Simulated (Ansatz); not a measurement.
What is wrong with this input? (Al2Cu)

The input below was meant for crystalline Al2Cu, with PBEsol, plane waves and PAW in Ansatz.

```yaml
crystal:
  lattice:
    - [2.1723678952, 0.0, 0.0]
    - [0.0, 2.1723678952, 0.0]
    - [0.0, 0.0, 1.5300163394]
  atoms:
    - { symbol: Al, position: [0.5, 0.0, 0.5] }
    - { symbol: Al, position: [0.0, 0.5, 0.5] }
    - { symbol: Cu, position: [0.0, 0.0, 0.0] }
basis:
  ecutwfc: 420
kpoints:
  mp_grid: { grid: [10, 10, 14] }
hamiltonian:
  xc: pbesol
scf:
  occupations: { method: gaussian, width: 0.1 }
  max_iter: 99
output:
  forces: true
  stress: true
  eigenvalues: true
```

Command:

```bash
ansatz run input.yaml --threads 1 --pin off --max-ram 2560MiB --backend cpu --events-out ev --progress --plain --runs-dir out
```

Output, shortened (HF is the Harris–Foulkes energy, dr2 the density residual in eV):

```text
Pseudopotential: Al, paw, valence charge 3, recommended cutoff 420 eV (normal)
Pseudopotential: Cu, paw, valence charge 19, recommended cutoff 420 eV (normal)
Crystal: 3 atoms, lattice volume = 7.220 Å³
Basis set: ecut = 420 eV, 161 PW (Γ), exchange–correlation on 30×30×24 points (8 copies of the dense FFT grid, shifted against one another)
Bands: 17, of which v1, the nominal top of the filled ones, is band 13 counted from 1 (12 counted from 0)
Symmetry: 16 space group operations
Space group: P4/mmm (ITA 123), of the structure as read, at distance tolerance 1.9e-5 Å
k-points: 168 of 1400
PAW frozen core: Al, regenerated for the run's functional, and the local potential with it (the file was generated under x = pbe(κ = 0.804, μ = 0.2195), c = pbe(β = 0.0667))
PAW frozen core: Cu, regenerated for the run's functional, and the local potential with it (the file was generated under x = pbe(κ = 0.804, μ = 0.2195), c = pbe(β = 0.0667))
Initial density: superposition of atomic densities, corrected by the library's trained network
SCF iter   1: HF=-7417.115051 eV  Δρ=7.33e-1  dr2=1.16e1
SCF iter   2: HF=-7431.098122 eV  Δρ=3.82e-1  dr2=3.28e0
SCF iter   3: HF=-7437.036346 eV  Δρ=2.30e-1  dr2=1.81e0
SCF iter   4: HF=-7437.179794 eV  Δρ=1.15e-1  dr2=6.91e-1
   ...
SCF iter   7: HF=-7436.971942 eV  Δρ=4.06e-4  dr2=4.17e-6
SCF iter   8: HF=-7436.971881 eV  Δρ=1.23e-4  dr2=5.98e-7
SCF iter   9: F=-7436.971881 eV  HF=-7436.971881 eV  Δρ=1.99e-5  dr2=1.09e-8
Error: refused after 9 iterations: one_centre_occupation = 2.07e0 (threshold 2.00e0); read on the Al atom at site 0 (counted from 0), in its partial waves of l = 2. The loop had accepted its state. The figure is how many electrons the atom's PAW partial-wave expansion lays in one spin orbital inside its sphere …
```

Question: Which fault does the input hold?
A. A smearing that washes the moments out
B. Spin-orbit coupling without non-collinear spin
C. Lattice vectors converted from bohr twice
D. Cartesian positions typed as fractional ones
E. No empty bands beside a smearing

Answer: C. Every length is 0.529 of its true value, so the cell is crushed to 15 % of its volume. The cure is the vectors in angstrom.

Mended input, as a difference (which also takes the iteration limit of the reference run):

```diff
 crystal:
   lattice:
-    - [2.1723678952, 0.0, 0.0]
-    - [0.0, 2.1723678952, 0.0]
-    - [0.0, 0.0, 1.5300163394]
+    - [4.105182, 0.0, 0.0]
+    - [0.0, 4.105182, 0.0]
+    - [0.0, 0.0, 2.891313]
 scf:
-  max_iter: 99
```

Result of the mended run: no gap, a pressure of -2.40 GPa.

The mended run took 12 s on 1 thread of Intel(R) Xeon(R) Platinum 8259CL CPU @ 2.50GHz (Skylake/Cascade Lake), with other jobs on the host, peak memory 0.47 GiB.